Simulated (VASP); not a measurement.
# Mg (P6_3/mmc) in VASP: equation of state, part 2 of 2

VASP 6.6.1.

## 4. Equation of state, PBE, 22.77 Å³/atom (volume scaled by 0.98)

Input file INCAR:

```
  PREC = Accurate
  ENCUT = 520
  EDIFF = 1E-7
  ISMEAR = -1
  SIGMA = 0.05
  LREAL = F
  LASPH = T
  NELM = 80
  ALGO = Normal
  ISIF = 2
  LWAVE = F
  LCHARG = F
  GGA = PE
  NBANDS = 9
```

Input file KPOINTS:

```
regular mesh
0
Gamma
  10 10 5
```

Input file POSCAR:

```
Mg
1.0
    3.1877604248      0.0000000000      0.0000000000
   -1.5938802124      2.7606815091      0.0000000000
    0.0000000000      0.0000000000      5.1753304900
Mg
2
Direct
    0.6666666667      0.3333333333      0.7500000000
    0.3333333333      0.6666666667      0.2500000000
```

On the command line:

```
> cat potpaw_PBE.64/Mg/POTCAR > POTCAR
> mpirun -np 1 vasp_std > vasp.out
```

Run time: 10 s. Hardware: 1 thread of Intel Xeon Platinum 8488C (Sapphire Rapids), shared host; peak memory 0.15 GiB.

The run converged. Its results:

* Free energy: -3.0073 eV
* Pressure: 0.2 GPa
* Band gap on the k mesh: none (metal or under the smearing width)

## 5. Equation of state, PBE, 23.70 Å³/atom (volume scaled by 1.02)

Input file INCAR:

```
SYSTEM = Mg
PREC = Accurate
ENCUT = 520
EDIFF = 1E-7
ISMEAR = -1
SIGMA = 0.05
LREAL = .FALSE.
LASPH = .TRUE.
NELM = 60
ALGO = Normal
ISIF = 2
LWAVE = .FALSE.
LCHARG = .FALSE.
GGA = PE
NBANDS = 9
```

Input file KPOINTS:

```
regular mesh
0
G
  10 10 5
  0 0 0
```

Input file POSCAR:

```
Mg
1.0
    3.2305542618      0.0000000000      0.0000000000
   -1.6152771309      2.7977420591      0.0000000000
    0.0000000000      0.0000000000      5.2448063036
Mg
2
Direct
    0.6666666667      0.3333333333      0.7500000000
    0.3333333333      0.6666666667      0.2500000000
```

Potentials or basis: VASP PAW PBE potentials, release 64 (Mg).

On the command line:

```
> cat potpaw_PBE.64/Mg/POTCAR > POTCAR
> mpirun -np 1 vasp_std > vasp.out
```

OUTCAR:

```text
SYSTEM = Mg
   PREC = Accurate
   ENCUT = 520
   EDIFF = 1E-7
   ISMEAR = -1
   LREAL = .FALSE.
   LASPH = .TRUE.
   NELM = 60
   ISIF = 2
   GGA = PE

 ion  position               nearest neighbor table
   1  0.667  0.333  0.750-   2 3.22   2 3.22   2 3.22   2 3.22   2 3.22   2 3.22
   2  0.333  0.667  0.250-   1 3.22   1 3.22   1 3.22   1 3.22   1 3.22   1 3.22

  LATTYP: Found a hexagonal cell.
 ALAT       =     3.2305542618
 C/A-ratio  =     1.6235004518

  Lattice vectors:
[... 676 lines left out ...]
      2       1.1346      2.00000
      3       3.7934      0.00000
      4       4.6970      0.00000
      5       5.7714      0.00000
      6       6.6727      0.00000
      7       9.6696      0.00000
      8      12.4482      0.00000
      9      13.0941      0.00000

 [... further k-points ...]
[... 5 lines left out ...]
  --------------------------------------------------------------------------------------
  -------------------------------------------------------------------------------------
  Total       -0.4551491     -0.4551491     -0.1007065      0.0000000      0.0000000      0.0000000
  in kB      -15.3833197    -15.3833197     -3.4037210      0.0000000      0.0000000      0.0000000
  external PRESSURE =     -11.3901202 kB  Pullay stress =       0.0000000 kB

 VOLUME and BASIS-vectors are now :
 -----------------------------------------------------------------------------
  energy-cutoff  :      520.00
  volume of cell :       47.40
      direct lattice vectors                 reciprocal lattice vectors
     3.230554262  0.000000000  0.000000000     0.309544406  0.178715546  0.000000000
    -1.615277131  2.797742059  0.000000000     0.000000000  0.357431092  0.000000000
     0.000000000  0.000000000  5.244806304     0.000000000  0.000000000  0.190664811

 POSITION                                       TOTAL-FORCE (eV/Angst)
 -----------------------------------------------------------------------------------
      1.61528      0.93258      3.93360        -0.000000      0.000000      0.000000
     -0.00000      1.86516      1.31120         0.000000     -0.000000      0.000000
 -----------------------------------------------------------------------------------
    total drift:                                0.000000     -0.000000      0.000000

  FREE ENERGIE OF THE ION-ELECTRON SYSTEM (eV)
  ---------------------------------------------------
  free  energy   TOTEN  =        -3.0017074077 eV

  energy  without entropy=       -2.9896249368  energy(sigma->0) =       -2.99566617
```

OSZICAR:

```text
N       E                     dE             d eps       ncg     rms          rms(c)
DAV:   1    -0.300022073005E+00   -0.30002E+00   -0.12017E+03   756   0.303E+02
DAV:   2    -0.297072008475E+01   -0.26707E+01   -0.25659E+01  1006   0.269E+01
DAV:   3    -0.301500539261E+01   -0.44285E-01   -0.43861E-01   956   0.274E+00
DAV:   4    -0.301512397683E+01   -0.11858E-03   -0.11858E-03  1017   0.149E-01
DAV:   5    -0.301512438544E+01   -0.40860E-06   -0.40869E-06   927   0.801E-03    0.958E-01
DAV:   6    -0.300918240385E+01    0.59420E-02   -0.70816E-04   908   0.203E-01    0.614E-01
DAV:   7    -0.300169545315E+01    0.74870E-02   -0.27787E-03   780   0.355E-01    0.347E-02
DAV:   8    -0.300170925554E+01   -0.13802E-04   -0.18385E-05  1093   0.254E-02    0.773E-03
DAV:   9    -0.300170774755E+01    0.15080E-05   -0.12549E-06   816   0.536E-03    0.609E-04
DAV:  10    -0.300170747237E+01    0.27518E-06   -0.55355E-09   656   0.448E-04    0.167E-04
DAV:  11    -0.300170740774E+01    0.64633E-07   -0.76125E-10   446   0.184E-04
   1 F= -.30017074E+01 E0= -.29956662E+01  d E =-.120825E-01
```

It took 10 s on 1 thread of Intel Xeon Platinum 8488C (Sapphire Rapids), shared host; peak memory 0.15 GiB.

What came out:

```
Free energy            : -3.0017 eV
Pressure               : -1.1 GPa
Band gap on the k mesh : none (metal or under the smearing width)
```

## 6. Equation of state, PBE, 24.17 Å³/atom (volume scaled by 1.04)

Input file INCAR:

```
SYSTEM = Mg
PREC     = Accurate       ! precision mode
ENCUT    = 520            ! plane-wave cutoff, eV
EDIFF    = 1E-7           ! SCF threshold, eV
ISMEAR   = -1             ! smearing method
SIGMA    = 0.05           ! smearing width, eV
LREAL    = .False.        ! projectors in reciprocal space
LASPH    = .True.         ! aspherical terms in the spheres
NELM     = 100            ! most SCF steps
ALGO     = Normal         ! electronic algorithm
ISIF     = 2              ! what is computed and relaxed
LWAVE    = .False.        ! write WAVECAR
LCHARG   = .False.        ! write CHGCAR
GGA      = PE             ! functional
NBANDS   = 9              ! bands
```

Input file KPOINTS:

```
Automatic mesh
0
Gamma
  10 10 5
  0 0 0
```

Input file POSCAR:

```
Mg
1.0
    3.2515324747      0.0000000000      0.0000000000
   -1.6257662373      2.8159097243      0.0000000000
    0.0000000000      0.0000000000      5.2788644417
Mg
2
Direct
    0.6666666667      0.3333333333      0.7500000000
    0.3333333333      0.6666666667      0.2500000000
```

Potentials or basis: VASP PAW PBE potentials, release 64 (Mg).

On the command line:

```
> cat potpaw_PBE.64/Mg/POTCAR > POTCAR
> mpirun -np 1 vasp_std > vasp.out
```

It took 8.8 s on 1 thread of Intel Xeon Platinum 8488C (Sapphire Rapids), shared host; peak memory 0.16 GiB.

The run converged. Its results:

- Free energy: -2.9934 eV
- Pressure: -1.7 GPa
- Band gap on the k mesh: none (metal or under the smearing width)

## 7. Equation of state, PBE, 24.63 Å³/atom (volume scaled by 1.06)

Input file INCAR:

```
ALGO = Normal
EDIFF = 1E-7
ENCUT = 520
GGA = PE
ISIF = 2
ISMEAR = -1
LASPH = T
LCHARG = F
LREAL = F
LWAVE = F
NBANDS = 9
NELM = 100
PREC = Accurate
SIGMA = 0.05
```

Input file KPOINTS:

```
k-points
0
Gamma
  10 10 5
```

Input file POSCAR:

```
Mg
1.0
    3.2722434310      0.0000000000      0.0000000000
   -1.6361217155      2.8338459386      0.0000000000
    0.0000000000      0.0000000000      5.3124886887
Mg
2
Direct
    0.6666666667      0.3333333333      0.7500000000
    0.3333333333      0.6666666667      0.2500000000
```

On the command line:

```
> cat potpaw_PBE.64/Mg/POTCAR > POTCAR
> mpirun -np 1 vasp_std > vasp.out
```

Run time: 9 s. Hardware: 1 thread of Intel Xeon Platinum 8488C (Sapphire Rapids), shared host; peak memory 0.16 GiB.

Results (log left out):

* Free energy: -2.9819 eV
* Pressure: -2.2 GPa
* Band gap on the k mesh: none (metal or under the smearing width)

## 8. Equation of state, PBE

Potentials or basis: VASP PAW PBE potentials, release 64 (Mg).

This step only gathers the single runs of the series.

What came out:

```yaml
Equilibrium_volume: 22.91 Å³/atom
Bulk_modulus_at_fixed_shape_and_positions: 36 GPa
Pressure_derivative_of_the_bulk_modulus: 4.1
```

Energy against volume, from the lowest point:
| volume (Å³/atom) | energy (meV/atom) |
| --- | --- |
| 21.843 | 5.97 |
| 22.308 | 1.77 |
| 22.772 | 0.00 |
| 23.237 | 0.41 |
| 23.702 | 2.79 |
| 24.167 | 6.95 |
| 24.631 | 12.71 |

Caveat: the cell was scaled at fixed shape and fractional positions, which overstates the stiffness of a crystal with free parameters, most of all of layers and chains.
